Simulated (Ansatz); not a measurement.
GeO2 (rutile, P4_2/mnm), PBEsol in the plane-wave PAW code Ansatz. The conduction-band minimum lies at Γ, with 1 equivalent valley. Second derivatives d²E/dk² of the lowest band at one valley (eV·Å²), along Cartesian directions:

| direction | d²E/dk² |
|---|---|
| [100] | 31.12 |
| [010] | 31.12 |
| [001] | 37.32 |
| [110] | 31.12 |
| [101] | 34.22 |
| [011] | 34.22 |

Q: Find the principal effective masses, the density-of-states mass and the conductivity mass.

A: Off-diagonal terms follow from H_xy = H[110] − (H_xx + H_yy)/2, and m*/mₑ = 7.620 eV·Å² over each eigenvalue: 0.20, 0.24, 0.24. One valley's DOS mass (m₁m₂m₃)^(1/3) = 0.23, conductivity mass 3/(Σ 1/mᵢ) = 0.23 mₑ.

Q: What effective density of states Nc follows at 300 K for parabolic valleys?

A: Nc = 2.509e19 × 1 × (0.23)^(3/2) ≈ 2.8e18 cm⁻³.

Q: With the computed static dielectric constant 14.1 (mean of the diagonal), estimate a hydrogenic donor's binding energy and radius.

A: E = 13.606 eV × 0.23/14.1² ≈ 16 meV; a = 0.529 Å × ε/m* ≈ 32 Å. Semilocal masses tend to be too small where the gap is.

Symmetry was held in the PBEsol relaxation; of distortions, only those at the zone centre were tested. Scalar-relativistic: spin–orbit coupling is off unless named, which matters more the heavier the elements.

Potentials: the later of the program's two PAW sets.
